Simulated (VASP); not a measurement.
A run of VASP 6.6.1:

File POSCAR:

```
NaF
1.0
   -2.2649820900      4.5192561700      2.2394577800
    2.2886528700     -0.0030441000      2.2692167500
    2.2772437500      2.2615769100      0.0083650100
Na F
2 2
Direct
    0.0037950000      0.9482410000      0.0111120000
    0.4942090000      0.4699560000      0.0328810000
    0.2442630000      0.7367510000      0.5060190000
    0.7649830000      0.2239810000      0.4821150000
```

The input INCAR.step1:

```
PREC = Accurate
ENCUT = 520
ISMEAR = 0
SIGMA = 0.0333
LREAL = False
LASPH = True
NELM = 100
NBANDS = 22
GGA = PE
ALGO = Normal
EDIFF = 1E-4
LWAVE = True
LCHARG = False
```

The input INCAR.step2:

```
PREC = Accurate
ENCUT = 520
EDIFF = 1E-7
ISMEAR = 0
SIGMA = 0.0333
LREAL = False
LASPH = True
NELM = 100
ALGO = Normal
ISIF = 2
LWAVE = False
LCHARG = False
METAGGA = R2SCAN
LMIXTAU = True
NBANDS = 22
ISTART = 1
```

The input KPOINTS:

```
Automatic mesh
0
Gamma
  4 7 7
  0 0.5 0
```

Potentials or basis: VASP PAW PBE potentials, release 64 (Na_pv, F).

Launch:

```bash
$ cat potpaw_PBE.64/Na_pv/POTCAR potpaw_PBE.64/F/POTCAR > POTCAR
$ cp INCAR.step1 INCAR
$ mpirun -np 1 vasp_std > vasp.out
$ cp INCAR.step2 INCAR
$ mpirun -np 1 vasp_std > vasp.out
```

Hardware: 1 thread of Intel(R) Xeon(R) Platinum 8259CL CPU @ 2.50GHz (Skylake/Cascade Lake), with other jobs on the host.

Estimate the wall time of this run.

It took 3.7 min on 1 thread of Intel(R) Xeon(R) Platinum 8259CL CPU @ 2.50GHz (Skylake/Cascade Lake) (shared host), peak memory 0.21 GiB. Counts: scf iterations 10, k points 99.
